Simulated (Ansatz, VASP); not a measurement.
## One calculation of AlN, two programs

INCAR

```
PREC = Accurate ; ENCUT = 520
EDIFF = 1E-6 ; ISMEAR = -1
SIGMA = 0.1 ; LREAL = F
LASPH = T ; NELM = 100
ALGO = Normal ; ISIF = 2
LWAVE = F ; LCHARG = F
NBANDS = 11
```

The input KPOINTS:

```
regular mesh
0
Gamma
  15 15 15
```

POSCAR

```
AlN
1.0
    0.0000000000      1.7282607509      1.7282607509
    1.7282607509      0.0000000000      1.7282607509
    1.7282607509      1.7282607509      0.0000000000
Al N
1 1
Direct
    0.0000000000      0.0000000000      0.0000000000
    0.5000000000      0.5000000000      0.5000000000
```

Input for Ansatz:

```yaml
crystal:
  lattice:
    - [0.0, 1.7282607509, 1.7282607509]
    - [1.7282607509, 0.0, 1.7282607509]
    - [1.7282607509, 1.7282607509, 0.0]
  atoms:
    - { symbol: Al, position: [0.0, 0.0, 0.0] }
    - { symbol: "N", position: [0.5, 0.5, 0.5] }
kpoints:
  mp_grid: { grid: [15, 15, 15] }
scf:
  occupations: { method: fermi_dirac, width: 0.1 }
hamiltonian:
  xc: lda
  pseudopotentials: { kind: paw, partial_waves: polarizable }
output:
  forces: true
  stress: true
  eigenvalues: true
```

Change from the starting cell: volume scaled by 0.64, PAW files, partial_waves polarizable.

Alike in both runs: task single point; functional LDA; k mesh 15 × 15 × 15; occupations fermi-dirac, width 0.1 eV; no spin polarisation.

|  | VASP | Ansatz |
| --- | --- | --- |
| version | VASP 6.6.1 | Ansatz 0.2.0 |
| potentials or method | VASP PAW LDA potentials, release 64 (Al, N) | PAW with Ansatz's default frozen-core files, scalar-relativistic |
| plane-wave cutoff (eV) | 520 | 420 |
| valence electrons in the cell | 8 | 8 |

Ansatz gave:

- gap on the k mesh at the Fermi level (eV): 3.84
- pressure (GPa): 290.2

Problem. Estimate VASP's values.

Solution. gap on the k mesh at the Fermi level (eV): 3.80; pressure (GPa): 298.7.

Caveats: the cell as given lies far from equilibrium; so large a pressure means that the cell lies far from this level's equilibrium, or that cutoff or potentials fall short (VASP); an odd mesh through Γ misses points on the zone boundary, where band edges often lie.
